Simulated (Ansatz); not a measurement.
ZnO, ZnS, ZnSe: one prototype (NiAs type), with O, S, Se on the same site. Each was relaxed with r2SCAN in the PAW code Ansatz, and the gaps are read on those cells (d direct, i indirect). No spin polarisation and no zero-point or thermal terms; whether a cell exists isn't addressed.

```json
{"compound": "ZnS", "a (Å)": "3.590", "c (Å)": "5.880", "gap, PBE (eV)": "0.38 i (Γ–M (0.40) → K)", "gap, r2SCAN (eV)": "0.82 i (Γ–M (0.37) → K)", "gap, HSE06 (eV)": "1.48 i (Γ–M (0.37) → K)"}
{"compound": "ZnSe", "a (Å)": "3.780", "c (Å)": "6.132", "gap, PBE (eV)": "none (overlap 0.42)", "gap, r2SCAN (eV)": "none (overlap 0.01)", "gap, HSE06 (eV)": "0.46 i (Γ–M (0.33) → K)"}
```

**Question.** Fill in the row for ZnO.

**Answer.**
```tsv
compound	a (Å)	c (Å)	gap, PBE (eV)	gap, r2SCAN (eV)	gap, HSE06 (eV)
ZnO	2.977	5.126	0.75 d (Γ)	1.36 d (Γ)	2.50 d (Γ)
```
Zn has 6 O at 2.14 Å; O has 6 Zn at 2.14 Å.

Spin-orbit coupling is left out.

Where bands overlap the cell is a metal at that level, and these k meshes limit energies, forces and stress. Overlaps of a few tenths of an eV in semilocal functionals can be an artefact that a hybrid or GW lifts.

Where an edge lies off the special points, it is a point of the mesh or the k point where a search put PBE's edge or least direct gap, reused for the other functionals, whose own edges may lie a little apart; PBE's own value is read along its path and can be a few hundredths of an eV high.

The meshes of the hybrids are coarse, so their gaps aren't converged to the digits shown.
